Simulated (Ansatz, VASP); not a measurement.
# Ba in VASP and in Ansatz

```
CELL_PARAMETERS angstrom
3.86477 0.00000 0.00000
0.00000 3.86477 0.00000
0.00000 0.00000 3.86477
ATOMIC_POSITIONS crystal
Ba 0.00000 0.00000 0.00000
```

Change from the starting cell: volume scaled by 0.96.

Alike in both runs: task single point; functional PBE; k mesh 7 × 7 × 7; occupations fermi-dirac, width 0.05 eV; no spin polarisation.

|  | VASP | Ansatz |
| --- | --- | --- |
| version | VASP 6.6.1 | Ansatz 0.2.0 |
| potentials or method | VASP PAW PBE potentials, release 64 (Ba_sv) | Ansatz PAW |
| plane-wave cutoff (eV) | 520 | 420 |
| valence electrons in the cell | 10 | 10 |

```tsv
	VASP	Ansatz	Ansatz less VASP
gap on the k mesh at the Fermi level (eV)	0.16	0.17	+0.010
least direct gap on the mesh (eV)	0.22	0.22	0.000
pressure (GPa)	0.8	0.6	-0.17
```

With one functional, cell and mesh, what is left measures potentials, basis and numerics.

Caveats: spin-orbit coupling is left out, which moves the levels of the heavy elements (VASP); an odd mesh through Γ misses points on the zone boundary, where band edges often lie (VASP).
